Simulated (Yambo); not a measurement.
BeTe: optical spectrum by the Bethe-Salpeter equation with PBEsol

BeTe:

```
CELL_PARAMETERS angstrom
0.00000 2.73256 2.73256
2.73256 0.00000 2.73256
2.73256 2.73256 0.00000
ATOMIC_POSITIONS crystal
Te 0.75000 0.75000 0.75000
Be 0.00000 0.00000 0.00000
```

The cell isn't the ideal one: cell squeezed.

```
Program                                     : Yambo 5.3.0
Task                                        : optical spectrum by the Bethe-Salpeter equation
Functional                                  : PBEsol
Potentials or basis                         : PseudoDojo 0.4.1 SR PBEsol standard
Cutoff                                      : 1197 eV
Density cutoff                              : 4789 eV
k mesh                                      : 4 × 4 × 4
Occupations                                 : fixed
Spin                                        : no spin polarisation
k mesh of the self-consistent run           : 8 × 8 × 8
Random integration of the Coulomb term      : yes
Direction of the field or of q to 0         : x
Broadening                                  : 0.1 eV
Kernel                                      : screened exchange
Terms kept                                  : resonant and antiresonant, uncoupled
Solver                                      : diagonalisation
Correction of the levels                    : scissor
Top of the energy range                     : 20 eV
Energy points                               : 200
Scissor shift                               : 1.46 eV
Bands of the transition space (first, last) : [9, 12]
Bands in the response                       : 35
Cutoff of the response matrix               : 5 Ry
Cutoff of exchange and Vxc                  : 20 Ry
```

* Band gap on the k mesh, mean-field level: 1.64 eV, indirect (least direct gap 3.56 eV)
* Exciton binding energy: 0.28 eV
* Lowest exciton energy: 4.74 eV
* Lowest bright exciton energy: 4.74 eV

Dielectric function (along the field direction of the input):
| energy (eV) | real part | imaginary part |
| --- | --- | --- |
| 0.30 | 7.70 | 0.01 |
| 0.80 | 7.82 | 0.04 |
| 1.31 | 8.06 | 0.06 |
| 1.81 | 8.46 | 0.10 |
| 2.31 | 9.05 | 0.14 |
| 2.81 | 9.94 | 0.22 |
| 3.32 | 11.33 | 0.35 |
| 3.82 | 13.68 | 0.64 |
| 4.32 | 18.55 | 1.58 |
| 4.82 | 22.10 | 9.98 |
| 5.33 | 36.29 | 88.86 |
| 5.83 | -11.73 | 23.14 |
| 6.33 | -28.79 | 18.44 |
| 6.83 | -12.91 | 3.33 |
| 7.34 | -6.40 | 3.96 |
| 7.84 | -7.04 | 1.02 |
| 8.34 | -5.49 | 1.82 |
| 8.84 | -3.94 | 0.42 |
| 9.35 | -2.86 | 0.30 |
| 9.85 | -1.46 | 0.41 |
| 10.35 | -2.79 | 1.78 |
| 10.85 | -2.64 | 0.39 |
| 11.36 | -1.78 | 0.11 |
| 11.86 | -1.35 | 0.07 |
| 12.36 | -1.06 | 0.05 |
| 12.86 | -0.83 | 0.04 |
| 13.37 | -0.64 | 0.03 |
| 13.87 | -0.49 | 0.03 |
| 14.37 | -0.36 | 0.02 |
| 14.87 | -0.25 | 0.02 |
| 15.38 | -0.15 | 0.02 |
| 15.88 | -0.06 | 0.02 |
| 16.38 | 0.01 | 0.01 |
| 16.88 | 0.08 | 0.01 |
| 17.39 | 0.14 | 0.01 |
| 17.89 | 0.20 | 0.01 |
| 18.39 | 0.25 | 0.01 |
| 18.89 | 0.29 | 0.01 |
| 19.40 | 0.33 | 0.01 |
| 20.00 | 0.37 | 0.01 |

Lowest exciton energies (eV): 4.74, 4.75, 4.76, 4.77, 5.35, 5.35, 5.36, 5.40

Excitons:
| energy (eV) | strength (relative to the strongest) |
| --- | --- |
| 4.744 | 0.043 |
| 4.751 | 0.026 |
| 4.755 | 0.036 |
| 4.770 | 0.039 |
| 5.351 | 0.086 |
| 5.353 | 1 |
| 5.356 | 0.36 |
| 5.400 | 0.0002 |
| 5.403 | 0.0014 |
| 5.409 | 0.0012 |
| 5.452 | 0.00025 |
| 5.452 | 0.00027 |

Wall time 110 s on 1 thread of Arm Neoverse V1 (shared host).

Caveat: the k mesh is coarse (spacing up to 0.50 Å⁻¹), so the values aren't converged; the scissor is the correction of the direct gap in an earlier G0W0 run on the same states; exciton energies and binding change strongly with the k mesh and aren't converged on this one; spectra need much finer meshes, so this one isn't converged; spin-orbit coupling is left out, which moves the levels of the heavy elements. A k mesh can miss the band edges.
